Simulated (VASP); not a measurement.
Write the native input for VASP 6.6.1 that does the following.

```
Task                   : relaxation of cell and atoms
Functional             : PBE
Potentials or basis    : VASP PAW PBE potentials, release 64 (Al)
Cutoff                 : 520 eV
k mesh                 : 18 × 18 × 18
Occupations            : gaussian, width 0.1 eV
Spin                   : no spin polarisation
Further INCAR settings : ALGO = Fast; EDIFF = 1e-07; IBRION = 2; EDIFFG = -0.002; NSW = 80; ISIF = 3
```

The structure of Al lies in POSCAR:

```
Al
1.0
    0.0000000000      2.0248050000      2.0248050000
    2.0248050000      0.0000000000      2.0248050000
    2.0248050000      2.0248050000      0.0000000000
Al
1
Direct
    0.0000000000      0.0000000000      0.0000000000
```

These files were run (other wordings do the same):

INCAR

```
SYSTEM = Al
PREC     = Accurate       ! precision mode
ENCUT    = 520            ! plane-wave cutoff, eV
EDIFF    = 1E-7           ! SCF threshold, eV
ISMEAR   = 0              ! smearing method
SIGMA    = 0.1            ! smearing width, eV
LREAL    = .False.        ! projectors in reciprocal space
LASPH    = .True.         ! aspherical terms in the spheres
NELM     = 80             ! most SCF steps
ALGO     = Fast           ! electronic algorithm
ISIF     = 3              ! what is computed and relaxed
LWAVE    = .False.        ! write WAVECAR
LCHARG   = .False.        ! write CHGCAR
GGA      = PE             ! functional
IBRION   = 2              ! ionic algorithm
NSW      = 80             ! ionic steps
EDIFFG   = -0.002         ! ionic threshold
```

KPOINTS

```
regular mesh
0
Gamma
  18 18 18
  0 0 0
```

Potentials or basis: VASP PAW PBE potentials, release 64 (Al).

The run is started by

```bash
$ cat potpaw_PBE.64/Al/POTCAR > POTCAR
$ mpirun -np 1 vasp_std > vasp.out
```

It gave:

The relaxed volume is 16.49 Å³/atom and the relaxed cell is a = 2.857 Å, b = 2.857 Å, c = 2.857 Å, α = 60.00°, β = 60.00°, γ = 60.00°. The space group after relaxing (to 0.05 Å) is Fm-3m (No. 225). The energy gained by relaxing is 0.2 meV/atom and the ionic steps are 3. The pressure after relaxing is 0.0 GPa and the band gap on the k mesh is none (metal or under the smearing width).

Run time: 12 s on 1 thread of Intel(R) Xeon(R) Platinum 8488C (Sapphire Rapids), on a shared host, peak memory 0.14 GiB.
